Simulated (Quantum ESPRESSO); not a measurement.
The system is Nb4C3.

```
Nb C
1.0
     4.47077    0.00000    0.00000
     0.00000    4.47077    0.00000
     0.00000    0.00000    4.47077
Nb C
4 3
Direct
  0.50000 0.50000 0.50000
  0.50000 0.00000 0.00000
  0.00000 0.00000 0.50000
  0.00000 0.50000 0.00000
  0.00000 0.50000 0.50000
  0.50000 0.50000 0.00000
  0.50000 0.00000 0.50000
```

The cell comes from a database or a generator and needn't be the stable form of this composition.

Base run:

| Item | Value |
| --- | --- |
| Program | Quantum ESPRESSO 7.5 |
| Functional | LDA |
| Potentials or basis | GBRV 1.5 LDA |
| Cutoff | 612 eV |
| Density cutoff | 4898 eV |
| k mesh | 6 × 6 × 6 |
| Occupations | fermi-dirac, width 0.05 eV |
| Spin | no spin polarisation |

Its results: band gap on the k mesh none (metal or under the smearing width); pressure -14.7 GPa.

The run is repeated on the same cell with these changes: functional from LDA to PBEsol; potentials or basis from GBRV 1.5 LDA to GBRV 1.5 PBEsol. What comes out?

Band gap on the k mesh none (metal or under the smearing width); pressure -10.5 GPa.

Caveats: some levels on the path didn't converge (some runs).
